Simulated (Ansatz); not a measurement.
Zincblende SiC (r2SCAN geometry), in Ansatz:

```
CELL_PARAMETERS angstrom
0.00000 2.17805 2.17805
2.17805 0.00000 2.17805
2.17805 2.17805 0.00000
ATOMIC_POSITIONS crystal
Si 0.00000 0.00000 0.00000
C 0.25000 0.25000 0.25000
```

G0W0@PBE with 77 empty bands, a screening cutoff of 140 eV and a 6×6×6 mesh (PAW, contour deformation) gives 2.154 eV over the mesh points, from a PBE gap of 1.352 eV; it sums over 81 bands with 65 plane waves in the screening and a wave cutoff of 420 eV. G0W0 values are finite-basis, finite-mesh values. (Simulation; spin polarisation is off.)

**Question.** Estimate the gap with starting point LDA.

**Answer.** 2.159 eV (+0.005 eV), from a Kohn-Sham gap of 1.309 eV.

**Question.** Estimate the gap with mesh 8×8×8, empty bands 33, screening cutoff 80 eV.

**Answer.** 1.957 eV (-0.197 eV), from a Kohn-Sham gap of 1.358 eV.
